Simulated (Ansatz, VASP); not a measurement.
**Two plane-wave programs on Bi**

The input INCAR:

```
PREC = Accurate ; ENCUT = 520
EDIFF = 1E-6 ; ISMEAR = 0
SIGMA = 0.1 ; LREAL = F
LASPH = T ; NELM = 100
ALGO = Normal ; ISIF = 2
LWAVE = F ; LCHARG = F
GGA = PS ; NBANDS = 14
```

File KPOINTS:

```
Automatic mesh
0
Gamma
  6 6 6
```

Contents of POSCAR:

```
Bi
1.0
    0.0000000000      2.2996016761      2.2996016761
    2.2996016761      0.0000000000      2.2996016761
    2.2996016761      2.2996016761      0.0000000000
Bi
1
Direct
    0.0000000000      0.0000000000      0.0000000000
```

Input for Ansatz:

```yaml
crystal:
  lattice:
    - [0.0, 2.2996016761, 2.2996016761]
    - [2.2996016761, 0.0, 2.2996016761]
    - [2.2996016761, 2.2996016761, 0.0]
  atoms:
    - { symbol: Bi, position: [0.0, 0.0, 0.0] }
basis:
  ecutwfc: 420
kpoints:
  mp_grid: { grid: [6, 6, 6] }
hamiltonian:
  xc: pbesol
scf:
  occupations: { method: gaussian, width: 0.1 }
output:
  forces: true
  stress: true
  eigenvalues: true
```

Alike in both runs: task single point; functional PBEsol; k mesh 6 × 6 × 6; occupations gaussian, width 0.1 eV; no spin polarisation.

```csv
,VASP,Ansatz
version,VASP 6.6.1,Ansatz 0.2.0
potentials or method,"VASP PAW PBE potentials, release 64 (Bi_d)","scalar-relativistic, plane waves, PAW"
plane-wave cutoff (eV),520,420
valence electrons in the cell,15,15
```

|  | VASP | Ansatz | Ansatz less VASP |
| --- | --- | --- | --- |
| gap on the k mesh at the Fermi level (eV) | none | none | - |
| pressure (GPa) | 20.8 | 20.9 | +0.05 |

A gap of «none» marks a metal or a gap that the smearing closes. With one functional, cell and mesh, what is left measures potentials, basis and numerics.

Caveats: the k mesh is coarse (spacing up to 0.39 Å⁻¹), so the values aren't converged; so large a pressure means that the cell lies far from this level's equilibrium, or that cutoff or potentials fall short (VASP); the potentials were made for another functional, which shifts forces and pressure (VASP); spin-orbit coupling is left out, which moves the levels of the heavy elements.
